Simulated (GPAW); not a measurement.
# Hf (Fm-3m) in GPAW: further runs

The runs below take Hf through relaxation of cell and atoms, with PBEsol.

Everything below comes from runs of GPAW 26.7.0. Logs are shortened: lines on timing, memory, paths and dates and some standing lists are left out, and cuts for length are marked. The log counts tension as positive stress, the text compression.

**1. The crystal as given**

The structure is cubic, space group Fm-3m (No. 225). Conventional cell: a = 4.440 Å, b = 4.440 Å, c = 4.440 Å, α = 90.00°, β = 90.00°, γ = 90.00°. Hf (site symmetry m-3m) is surrounded by 12 Hf at 3.14 Å.

This isn't the form of Hf at room conditions, which is hcp.

**2. Relaxation of cell and atoms, PBEsol, target pressure 5 GPa, at which the enthalpy is minimised**

Input file run.py:

```python
from ase import Atoms
from ase.filters import FrechetCellFilter
from ase.io import write
from ase.optimize import BFGS
from ase.units import GPa
from gpaw import GPAW, PW, setup_paths

setup_paths.insert(0, '.')

atoms = Atoms(['Hf'],
              cell=[[0.0, 2.22, 2.22],
                    [2.22, 0.0, 2.22],
                    [2.22, 2.22, 0.0]],
              scaled_positions=[[0.0, 0.0, 0.0]],
              pbc=True)

calc = GPAW(mode=PW(600),
            xc='PBEsol',
            kpts={'size': (10, 10, 10), 'gamma': True},
            occupations={'name': 'fermi-dirac', 'width': 0.05},
            nbands=14,
            convergence={'density': 1e-05, 'forces': 0.0001},
            maxiter=150,
            txt='gpaw.txt')
atoms.calc = calc
opt = BFGS(FrechetCellFilter(atoms, scalar_pressure=5 * GPa), trajectory='relax.traj', logfile='-')
done = opt.run(fmax=0.02, steps=60)
calc.write('gs.gpw')
write('result.traj', atoms)
print('Converged:', done)
print('Cell:', atoms.cell.cellpar().round(4))
print('Volume:', round(atoms.get_volume(), 4))
print(atoms.get_scaled_positions().round(5))
```

Potentials or basis: PAW data sets generated in the run's folder for this functional, pw.

Launch:

```console
> gpaw-setup -f PBEsol Hf
> OMP_NUM_THREADS=1 python run.py
```

gpaw.txt:

```text
__  _  _
 | _ |_)|_||  |
 |__||  | ||/\| - 26.7.0

Input parameters:
  mode=PW(ecut=600.0),
  convergence={'density': 1e-05, 'forces': 0.0001},
  kpts=MonkhorstPack(size=(10, 10, 10), gamma=True),
  maxiter=150,
  nbands=14,
  occupations=Occupations(name='fermi-dirac', width=0.05),
  xc=XC(name='PBEsol')

Diagonalizing LCAO Hamiltonian
Converting LCAO to pw mode

       Hf

Atoms  # Å, Bohr magnetons
|   | symbol |        x |        y |        z |    initial magnetic moments |
|---|--------|----------|----------|----------|-----------------------------|
| 0 |     Hf | 0.000000 | 0.000000 | 0.000000 | ( 0.0000,  0.0000,  0.0000) |

Unit cell  # Å
| periodic |        x |        y |        z |  lengths |    angles |
|----------|----------|----------|----------|----------|-----------|
|      yes | 0.000000 | 2.220000 | 2.220000 | 3.139554 | 60.000000 |
|      yes | 2.220000 | 0.000000 | 2.220000 | 3.139554 | 60.000000 |
|      yes | 2.220000 | 2.220000 | 0.000000 | 3.139554 | 60.000000 |

Number of symmetries: 48
Symmetry operations  # r_c * U_cc + t_c -> r_c
|    | kind |            matrix            |
|----|------|------------------------------|
|  0 |  σ   |  1, 0, 0,  1, 0,-1,  1,-1, 0 |
|  1 |  C2  |  1, 0, 0,  1,-1, 0,  1, 0,-1 |
|  2 |  E   |  1, 0, 0,  0, 1, 0,  0, 0, 1 |
|  3 |  σ   |  1, 0, 0,  0, 0, 1,  0, 1, 0 |
|  4 |  C4  |  1, 0,-1,  1, 0, 0,  1,-1, 0 |
|  5 |  S6  |  1, 0,-1,  1,-1, 0,  1, 0, 0 |
|  6 |  σ   |  1, 0,-1,  0, 1,-1,  0, 0,-1 |
|  7 |  C3  |  1, 0,-1,  0, 0,-1,  0, 1,-1 |
|  8 |  S6  |  1,-1, 0,  1, 0, 0,  1, 0,-1 |
|  9 |  C4  |  1,-1, 0,  1, 0,-1,  1, 0, 0 |
| 10 |  C3  |  1,-1, 0,  0,-1, 1,  0,-1, 0 |
| 11 |  σ   |  1,-1, 0,  0,-1, 0,  0,-1, 1 |
| 12 |  σ   |  0, 1, 0,  1, 0, 0,  0, 0, 1 |
| 13 |  C4  |  0, 1, 0,  0, 1,-1, -1, 1, 0 |
[... 144 lines left out ...]
SCF iterations
|iter     | |      energy | eigst |  dens |force |
|---------|-|-------------|-------|-------|------|
|iter:   1| |   -8.102032 | -0.25 |       |      |
|iter:   2| |   -8.085675 | -3.05 | -1.32 |      |
|iter:   3| |   -8.005814 | -2.03 | -1.35 |      |
|iter:   4| |   -8.009440 | -3.39 | -1.97 |      |
|iter:   5| |   -8.010341c| -4.73 | -2.39 |      |
|iter:   6| |   -8.010346c| -6.87 | -3.73 |      |
|iter:   7| |   -8.010347c| -7.98c| -4.18 |      |
|iter:   8| |   -8.010347c| -9.54c| -5.55c|      |
|iter:   9| |   -8.010347c|-10.23c| -6.03c|-24.19c|

Converged in 9 steps
Energy contributions relative to reference atoms: (reference = -409762.375317)

Energy contributions:
  Kinetic:           6.107693
  Coulomb:          -5.612537
  Zero:             -0.498581
  External:          0.000000
  Xc:               -8.001371
  Entropy:          -0.011102
  Spinorbit:         0.000000
  ----------------------------
  Free energy:      -8.015898
  Extrapolated:     -8.010347
[... 25 lines left out ...]
Stress tensor  # eV/Ang^3
|         x |         y |         z |
|-----------|-----------|-----------|
|  0.007575 | -0.000000 | -0.000000 |
| -0.000000 |  0.007575 |  0.000000 |
| -0.000000 |  0.000000 |  0.007575 |

Forces  # eV/Ang
|       x |       y |       z |
|---------|---------|---------|
| 0.00000 | 0.00000 | 0.00000 |  # Hf   0

Interpolating wave functions to new cell

       Hf

Atoms  # Å, Bohr magnetons
|   | symbol |        x |        y |        z |    initial magnetic moments |
|---|--------|----------|----------|----------|-----------------------------|
| 0 |     Hf | 0.000000 | 0.000000 | 0.000000 | ( 0.0000,  0.0000,  0.0000) |

Unit cell  # Å
| periodic |        x |         y |         z |  lengths |    angles |
|----------|----------|-----------|-----------|----------|-----------|
|      yes | 0.000000 |  2.193248 |  2.193248 | 3.101721 | 60.000000 |
|      yes | 2.193248 | -0.000000 |  2.193248 | 3.101721 | 60.000000 |
|      yes | 2.193248 |  2.193248 | -0.000000 | 3.101721 | 60.000000 |

Number of symmetries: 48
Symmetry operations  # r_c * U_cc + t_c -> r_c
|    | kind |            matrix            |
|----|------|------------------------------|
|  0 |  σ   |  1, 0, 0,  1, 0,-1,  1,-1, 0 |
|  1 |  C2  |  1, 0, 0,  1,-1, 0,  1, 0,-1 |
|  2 |  E   |  1, 0, 0,  0, 1, 0,  0, 0, 1 |
|  3 |  σ   |  1, 0, 0,  0, 0, 1,  0, 1, 0 |
|  4 |  C4  |  1, 0,-1,  1, 0, 0,  1,-1, 0 |
|  5 |  S6  |  1, 0,-1,  1,-1, 0,  1, 0, 0 |
|  6 |  σ   |  1, 0,-1,  0, 1,-1,  0, 0,-1 |
|  7 |  C3  |  1, 0,-1,  0, 0,-1,  0, 1,-1 |
|  8 |  S6  |  1,-1, 0,  1, 0, 0,  1, 0,-1 |
|  9 |  C4  |  1,-1, 0,  1, 0,-1,  1, 0, 0 |
| 10 |  C3  |  1,-1, 0,  0,-1, 1,  0,-1, 0 |
| 11 |  σ   |  1,-1, 0,  0,-1, 0,  0,-1, 1 |
| 12 |  σ   |  0, 1, 0,  1, 0, 0,  0, 0, 1 |
| 13 |  C4  |  0, 1, 0,  0, 1,-1, -1, 1, 0 |
[... 144 lines left out ...]
SCF iterations
|iter     | |      energy | eigst |  dens |force |
|---------|-|-------------|-------|-------|------|
|iter:   1| |   -8.032908 | -0.79 |       |      |
|iter:   2| |   -8.028137 | -3.84 | -1.77 |      |
|iter:   3| |   -8.005411 | -2.75 | -1.81 |      |
|iter:   4| |   -8.006270 | -4.30 | -2.67 |      |
|iter:   5| |   -8.006689c| -5.49 | -2.98 |      |
|iter:   6| |   -8.006691c| -7.67c| -4.23 |      |
|iter:   7| |   -8.006691c| -7.66c| -4.66 |      |
|iter:   8| |   -8.006691c| -9.07c| -5.62c|      |
|iter:   9| |   -8.006691c| -9.84c| -6.09c|-25.10c|

Converged in 9 steps
Energy contributions relative to reference atoms: (reference = -409762.375317)

Energy contributions:
  Kinetic:           8.876256
  Coulomb:          -7.806936
  Zero:             -0.499664
  External:          0.000000
  Xc:               -8.571168
  Entropy:          -0.010360
  Spinorbit:         0.000000
  ----------------------------
  Free energy:      -8.011871
  Extrapolated:     -8.006691
[... 25 lines left out ...]
Stress tensor  # eV/Ang^3
|         x |         y |         z |
|-----------|-----------|-----------|
| -0.018638 | -0.000000 | -0.000000 |
| -0.000000 | -0.018638 |  0.000000 |
| -0.000000 |  0.000000 | -0.018638 |

Forces  # eV/Ang
|       x |        y |        z |
|---------|----------|----------|
| 0.00000 | -0.00000 | -0.00000 |  # Hf   0

Interpolating wave functions to new cell

       Hf

Atoms  # Å, Bohr magnetons
|   | symbol |        x |        y |        z |    initial magnetic moments |
|---|--------|----------|----------|----------|-----------------------------|
| 0 |     Hf | 0.000000 | 0.000000 | 0.000000 | ( 0.0000,  0.0000,  0.0000) |

Unit cell  # Å
| periodic |        x |         y |         z |  lengths |    angles |
|----------|----------|-----------|-----------|----------|-----------|
|      yes | 0.000000 |  2.181194 |  2.181194 | 3.084674 | 60.000000 |
|      yes | 2.181194 | -0.000000 |  2.181194 | 3.084674 | 60.000000 |
|      yes | 2.181194 |  2.181194 | -0.000000 | 3.084674 | 60.000000 |

Number of symmetries: 48
Symmetry operations  # r_c * U_cc + t_c -> r_c
|    | kind |            matrix            |
|----|------|------------------------------|
|  0 |  σ   |  1, 0, 0,  1, 0,-1,  1,-1, 0 |
|  1 |  C2  |  1, 0, 0,  1,-1, 0,  1, 0,-1 |
|  2 |  E   |  1, 0, 0,  0, 1, 0,  0, 0, 1 |
|  3 |  σ   |  1, 0, 0,  0, 0, 1,  0, 1, 0 |
|  4 |  C4  |  1, 0,-1,  1, 0, 0,  1,-1, 0 |
|  5 |  S6  |  1, 0,-1,  1,-1, 0,  1, 0, 0 |
|  6 |  σ   |  1, 0,-1,  0, 1,-1,  0, 0,-1 |
|  7 |  C3  |  1, 0,-1,  0, 0,-1,  0, 1,-1 |
|  8 |  S6  |  1,-1, 0,  1, 0, 0,  1, 0,-1 |
|  9 |  C4  |  1,-1, 0,  1, 0,-1,  1, 0, 0 |
| 10 |  C3  |  1,-1, 0,  0,-1, 1,  0,-1, 0 |
| 11 |  σ   |  1,-1, 0,  0,-1, 0,  0,-1, 1 |
| 12 |  σ   |  0, 1, 0,  1, 0, 0,  0, 0, 1 |
| 13 |  C4  |  0, 1, 0,  0, 1,-1, -1, 1, 0 |
[... 144 lines left out ...]
SCF iterations
|iter     | |      energy | eigst |  dens |force |
|---------|-|-------------|-------|-------|------|
|iter:   1| |   -8.003387 | -1.47 |       |      |
|iter:   2| |   -8.002416 | -4.54 | -2.12 |      |
|iter:   3| |   -7.997779c| -3.45 | -2.15 |      |
|iter:   4| |   -7.997956c| -4.99 | -3.02 |      |
|iter:   5| |   -7.998042c| -6.18 | -3.33 |      |
|iter:   6| |   -7.998042c| -7.66c| -4.59 |      |
|iter:   7| |   -7.998042c| -8.18c| -5.01c|      |
|iter:   8| |   -7.998042c| -9.35c| -6.02c|-25.67c|

Converged in 8 steps
Energy contributions relative to reference atoms: (reference = -409762.375317)

Energy contributions:
  Kinetic:          10.189524
  Coulomb:          -8.846672
  Zero:             -0.500027
  External:          0.000000
  Xc:               -8.835739
  Entropy:          -0.010258
  Spinorbit:         0.000000
  ----------------------------
  Free energy:      -8.003171
  Extrapolated:     -7.998042
[... 25 lines left out ...]
Stress tensor  # eV/Ang^3
|         x |         y |         z |
|-----------|-----------|-----------|
| -0.031790 | -0.000000 | -0.000000 |
| -0.000000 | -0.031790 |  0.000000 |
| -0.000000 |  0.000000 | -0.031790 |

Forces  # eV/Ang
|        x |        y |       z |
|----------|----------|---------|
| -0.00000 | -0.00000 | 0.00000 |  # Hf   0

# Writing to gs.gpw (mode='')
```

Wall time 61 s (1 thread of Intel Xeon Platinum 8175M at 2.50GHz (Skylake/Cascade Lake), shared host); peak memory 0.15 GiB.

What came out:

* Free energy: -8.0032 eV
* Relaxed volume: 20.75 Å³/atom
* Relaxed cell: a = 3.085 Å, b = 3.085 Å, c = 3.085 Å, α = 60.00°, β = 60.00°, γ = 60.00°
* Space group after relaxing (to 0.05 Å): Fm-3m (No. 225)
* Energy change on relaxing (the enthalpy is what falls): +12.3 meV/atom
* Ionic steps: 3
* Pressure after relaxing: 5.1 GPa
* Band gap on the k mesh: none (metal or under the smearing width)

The path:
| step | energy change (eV) | largest force (eV/Å) | pressure (GPa) | volume (Å³) |
| --- | --- | --- | --- | --- |
| 1 | 0.0000 | 0.0000 | -1.21 | 21.88 |
| 2 | 0.0037 | 0.0000 | 2.99 | 21.10 |
| 3 | 0.0123 | 0.0000 | 5.09 | 20.75 |

Final structure:
```cif
data_structure
_symmetry_space_group_name_H-M 'P 1'
_symmetry_Int_Tables_number 1
_cell_length_a 3.0847
_cell_length_b 3.0847
_cell_length_c 3.0847
_cell_angle_alpha 60.000
_cell_angle_beta 60.000
_cell_angle_gamma 60.000
_cell_volume 20.75
loop_
_atom_site_label
_atom_site_type_symbol
_atom_site_fract_x
_atom_site_fract_y
_atom_site_fract_z
_atom_site_occupancy
Hf1 Hf 0.00000 0.00000 0.00000 1
```

Levels at points of the mesh, in eV from the Fermi level:
| k point | band 3 | band 4 | band 5 | band 6 | band 7 | band 8 | band 9 | band 10 |
| --- | --- | --- | --- | --- | --- | --- | --- | --- |
| (0.00, 0.00, 0.00) | -29.74 | -29.74 | -7.43 | 1.41 | 1.41 | 1.41 | 4.46 | 4.46 |
| (0.50, 0.50, 0.00) | -30.11 | -30.11 | -3.58 | -2.41 | 2.94 | 6.81 | 7.52 | 7.52 |
| (0.50, 0.50, 0.50) | -29.88 | -29.88 | -3.85 | 0.84 | 1.15 | 1.15 | 6.81 | 6.81 |

Caveat: later steps reuse the first step's grids.

**3. Relaxation of cell and atoms, PBEsol, target pressure 10 GPa, at which the enthalpy is minimised**

run.py, as its differences from that of step 2:

```diff
@@ -25,3 +25,3 @@
 atoms.calc = calc
-opt = BFGS(FrechetCellFilter(atoms, scalar_pressure=5 * GPa), trajectory='relax.traj', logfile='-')
+opt = BFGS(FrechetCellFilter(atoms, scalar_pressure=10 * GPa), trajectory='relax.traj', logfile='-')
 done = opt.run(fmax=0.02, steps=60)
```

Potentials or basis: PAW data sets generated in the run's folder for this functional, pw.

Launch:

```console
> gpaw-setup -f PBEsol Hf
> OMP_NUM_THREADS=1 python run.py
```

Wall time 76 s (1 thread of Intel Xeon Platinum 8175M at 2.50GHz (Skylake/Cascade Lake), shared host); peak memory 0.17 GiB.

It converged, with:

| Item | Value |
| --- | --- |
| Free energy | -7.9696 eV |
| Relaxed volume | 20.04 Å³/atom |
| Relaxed cell | a = 3.049 Å, b = 3.049 Å, c = 3.049 Å, α = 60.00°, β = 60.00°, γ = 60.00° |
| Space group after relaxing (to 0.05 Å) | Fm-3m (No. 225) |
| Energy change on relaxing (the enthalpy is what falls) | +46.1 meV/atom |
| Ionic steps | 4 |
| Pressure after relaxing | 10.0 GPa |
| Band gap on the k mesh | none (metal or under the smearing width) |

Step by step:
```
step  energy change (eV)  largest force (eV/Å)  pressure (GPa)  volume (Å³)
   1              0.0000                0.0000           -1.21        21.88
   2              0.0221                0.0000            6.80        20.49
   3              0.0478                0.0000           10.20        20.01
   4              0.0461                0.0000           10.00        20.04
```

Final structure:
```cif
data_structure
_symmetry_space_group_name_H-M 'P 1'
_symmetry_Int_Tables_number 1
_cell_length_a 3.0486
_cell_length_b 3.0486
_cell_length_c 3.0486
_cell_angle_alpha 60.000
_cell_angle_beta 60.000
_cell_angle_gamma 60.000
_cell_volume 20.04
loop_
_atom_site_label
_atom_site_type_symbol
_atom_site_fract_x
_atom_site_fract_y
_atom_site_fract_z
_atom_site_occupancy
Hf1 Hf 0.00000 0.00000 0.00000 1
```

Levels at points of the mesh, in eV from the Fermi level:
| k point | band 4 | band 5 | band 6 | band 7 | band 8 | band 9 |
| --- | --- | --- | --- | --- | --- | --- |
| (0.00, 0.00, 0.00) | -29.61 | -7.54 | 1.42 | 1.42 | 1.42 | 4.60 |
| (0.50, 0.50, 0.00) | -30.03 | -3.75 | -2.55 | 3.17 | 7.08 | 7.82 |
| (0.50, 0.50, 0.50) | -29.76 | -3.95 | 1.00 | 1.15 | 1.15 | 7.07 |

Caveat: later steps reuse the first step's grids. Spin-orbit coupling is left out, which matters for the levels of Hf.

(Continued in part 2 of 2.)
